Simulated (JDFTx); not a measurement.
Crystal: Nb.

```
Nb
1.0
    -1.66395    1.66395    1.66395
     1.66395   -1.66395    1.66395
     1.66395    1.66395   -1.66395
Nb
1
Cartesian
  0.0000 0.0000 0.0000
```

Base run:

```yaml
Program: JDFTx 1.7.0 (patched build)
Functional: PBE
Potentials_or_basis: PseudoDojo-SR-PBE-0.5-standard
Cutoff: 1116 eV
Density_cutoff: 4463 eV
k_mesh: 11 × 11 × 11
Occupations: fermi-dirac, width 0.05 eV
Spin: no spin polarisation
```

Its results: band gap on the k mesh none (metal or under the smearing width); pressure -1.8 GPa.

Q: The run is repeated on the same cell with these changes: functional from PBE to PBEsol; potentials or basis from PseudoDojo-SR-PBE-0.5-standard to PseudoDojo-SR-PBEsol-0.4.1-standard with smoothed tails. What comes out?

A: Band gap on the k mesh none (metal or under the smearing width); pressure -7.7 GPa.

Not every run made on this cell is shown here.
